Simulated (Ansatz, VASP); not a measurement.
# One calculation of MgB2, two programs

```
Mg B
1.0
     3.06573    0.00000    0.00000
    -1.53287    2.65500    0.00000
     0.00000    0.00000    3.52051
Mg B
1 2
Direct
  0.00000 0.00000 0.00000
  0.33333 0.66667 0.50000
  0.66667 0.33333 0.50000
```

Alike in both runs: functional r2SCAN; k mesh 15 × 15 × 12; occupations gaussian, width 0.1 eV; no spin polarisation.

Ansatz relaxed the structure, and its values are those at the end. VASP's run is a single point on that final structure, the one shown.

|  | VASP | Ansatz |
| --- | --- | --- |
| version | VASP 6.6.1 | Ansatz 0.2.0 |
| potentials or method | VASP PAW PBE potentials, release 64 (Mg, B) | scalar-relativistic, plane waves, PAW |
| plane-wave cutoff (eV) | 520 | 500 |
| valence electrons in the cell | 8 | 16 |

```tsv
	VASP	Ansatz	Ansatz less VASP
gap on the k mesh at the Fermi level (eV)	none	none	-
pressure (GPa)	-0.4	0.0	+0.42
```

A gap of «none» marks a metal or a gap that the smearing closes. The functional is the same, so the differences come from potentials, cutoffs and numerics. The two sets of potentials don't hold the same shells in valence.

Caveats: the PAW data sets were made with another functional, which shifts forces and pressure a little (VASP).
